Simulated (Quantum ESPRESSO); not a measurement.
Two runs for the N K edge of atom 1 in BN (P6_3/mmc). Run A: Quantum ESPRESSO XSpectra, LDA, full core hole (charged cell), 16-atom cell with 5.0 Å between holes, 5×5×4 k points, dipole transitions, Lorentzian half width 0.4 eV. Run B differs in one choice.

Energy from the lowest empty level; intensity scaled to a mean of 1 over the first 20 eV:

```tsv
E (eV)	A	B
-2.00	0.05	0.16
-1.25	0.09	0.23
-0.50	0.18	0.34
0.25	0.59	0.51
1.00	0.69	0.65
1.75	0.84	0.71
2.50	0.58	0.71
3.25	0.56	0.75
4.00	0.71	0.87
4.75	1.02	1.09
5.50	1.48	1.36
6.25	1.90	1.59
7.00	2.08	1.69
7.75	1.81	1.61
8.50	1.47	1.44
9.25	1.21	1.24
10.00	0.86	1.07
10.75	0.73	0.98
11.50	0.95	1.00
12.25	0.98	1.03
13.00	1.00	1.11
13.75	1.46	1.23
14.50	1.49	1.22
15.25	1.08	1.05
16.00	0.74	0.86
16.75	0.51	0.70
17.50	0.49	0.63
18.25	0.61	0.62
19.00	0.55	0.59
19.75	0.49	0.54
20.50	0.41	0.50
21.25	0.47	0.48
22.00	0.44	0.44
22.75	0.31	0.38
23.50	0.21	0.33
24.25	0.22	0.33
25.00	0.33	0.35
25.75	0.35	0.36
26.50	0.30	0.36
27.25	0.34	0.37
28.00	0.37	0.39
28.75	0.34	0.39
29.50	0.42	0.40
30.25	0.34	0.40
31.00	0.41	0.40
31.75	0.34	0.38
```

The database entry behind the starting cell differs from later determinations by our own check (about 0.3 % short, minor phase), so it need not match the best structure at ambient conditions.

**Question.** What was changed?
a) the k mesh of the spectrum
b) the broadening
c) the radius of the reconstruction
d) the size of the supercell

(b): run B changes the broadening from Lorentzian half width 0.4 eV to Lorentzian half width 1.2 eV. The scaled spectrum changes by 16 % r.m.s. The highest intensity below 16 eV goes from 6.8 eV (2.10) to 7.0 eV (1.69). Other settings could leave a like mark; this is the one that was changed.

[Banner, clock and machine lines of the logs are left out without a mark of their own.]

[Logs are printed without paths, hosts, clocks, repeated set-up lines and the standing remarks that a program may print on its own settings, such as how far it seeks lower states.]

[Hosts, paths, dates, database ids (printed as entryN), source tags and the programs' standing remarks are cut or masked in the printed files.]

[Lists of maxima count a maximum above −3 eV only where it reaches 4 % of the highest in the window and stands out from its surroundings by 2 % of it (1.5 % where it reaches 55 %); shoulders and weaker maxima are passed over, and of the rest the first, up to two pre-edge ones and the few strongest are named.]
